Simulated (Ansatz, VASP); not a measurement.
# Two plane-wave programs on Ti4O

```xyz
5
Lattice="3.2553 0.0000 0.0000 0.0000 3.2553 0.0000 0.0000 0.0000 20.1794" Properties=species:S:1:pos:R:3 pbc="T T T"
Ti    1.6277    1.6277    4.0000
Ti    0.0000    0.0000    5.6277
Ti    1.6277    1.6277    7.1674
Ti    0.0000    0.0000    8.6794
O     1.2208    1.6277    9.1570
```

Alike in both runs: functional PBE; k mesh 8 × 8 × 1; occupations gaussian, width 0.1 eV; no spin polarisation.

Ansatz relaxed the structure, and its values are those at the end. VASP's run is a single point on that final structure, the one shown.

|  | VASP | Ansatz |
| --- | --- | --- |
| version | VASP 6.6.1 | Ansatz 0.2.0 |
| potentials or method | VASP PAW PBE potentials, release 64 (Ti_sv, O) | scalar-relativistic, plane waves, PAW |
| plane-wave cutoff (eV) | 520 | 420 |
| valence electrons in the cell | 54 | 54 |

```csv
,VASP,Ansatz,Ansatz less VASP
gap on the k mesh at the Fermi level (eV),none,none,-
rms of the force components (eV/Å),0.544,0.537,-0.0067
```

A gap of «none» marks a metal or a gap that the smearing closes.

Caveats: semilocal functionals often make such compounds metallic where correlation or magnetic order opens a gap, which also shifts bond lengths.
